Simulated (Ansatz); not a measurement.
A 2-atom cell of TlCl started from a crystallographic database (r2SCAN+rVV10 geometry), in Ansatz:

Space group Pm-3m (No. 221). a = 3.794 Å, b = 3.794 Å, c = 3.794 Å, α = 90.00°, β = 90.00°, γ = 90.00°
```
atom  site  symmetry       x       y       z
  Tl    1a      m-3m  0.0000  0.0000  0.0000
  Cl    1b      m-3m  0.5000  0.5000  0.5000
```

G0W0@PBE with 299 empty bands, a screening cutoff of 180 eV and a 4×4×4 mesh (PAW, contour deformation) gives 3.119 eV over the mesh points, from a PBE gap of 1.987 eV; it sums over 309 bands with 305 plane waves in the screening and a wave cutoff of 420 eV. No extrapolation in bands, cutoff or mesh was made for G0W0. The values are computed, spin-unpolarised, and not measurements.

**Question.** Another run gave a Kohn-Sham gap of 1.987 eV and a G0W0 gap of 2.941 eV, summing over 133 bands with 123 plane waves in the screening and a wave cutoff of 420 eV. What was changed?

**Answer.** Empty bands 123, screening cutoff 100 eV. The counts of bands and plane waves show it.

**Question.** Estimate the gap with starting point PBE0.

**Answer.** 3.773 eV (+0.654 eV), from a Kohn-Sham gap of 3.389 eV.

**Question.** Estimate the gap with frequency model Godby-Needs pole.

**Answer.** 3.095 eV (-0.024 eV), from a Kohn-Sham gap of 1.987 eV.

Spin-orbit coupling is left out; in compounds of Pb, Bi, Tl or Hg it can lower a gap by up to about 1 eV, split its edges or invert the bands.

The program warns that the k mesh is coarse for exact exchange in some of these runs, so their gaps aren't converged.

With a shallow d shell on the cation, G0W0 converges slowly in bands and cutoff, so these values are in doubt.
